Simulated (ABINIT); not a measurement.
Runs of ABINIT 10.8.3 (patched build) on As. It takes space group R-3m (No. 166, trigonal). Conventional cell: a = 3.762 Å, b = 3.762 Å, c = 10.542 Å, α = 90.00°, β = 90.00°, γ = 120.00°. Around As (site symmetry 3m) lie 3 As at 2.51 Å. 

```csv
level,gap on the mesh (eV),pressure (GPa),largest force (eV/Å)
r2SCAN,none,(c),0.16
BLYP,none,9.0,0.44
PBEsol,none,0.4,(a)
AM05,none,0.4,0.34
LDA,none,-1.3,0.28
revPBE,none,5.0,0.48
PW91,none,(b),0.44
RPBE,none,(d),0.49
```

Alike in all rows: task band structure; potentials or basis JTH PAW PBE v2.0; no spin polarisation; cell as given; k mesh 9 × 9 × 9; cutoff (eV) 490; smearing fermi-dirac 0.05 eV.

Q: Fill in the values left out.

A: (a) 0.39; (b) 3.8; (c) 1.9; (d) 5.5.

Caveats: the PAW data sets were made with another functional, which shifts forces and pressure a little.

A k mesh can miss the band edges, and the runs leave out spin-orbit coupling on As.

A gap of «none» marks a metal or a gap under the smearing width.

Runs at the PBE level aren't shown here.
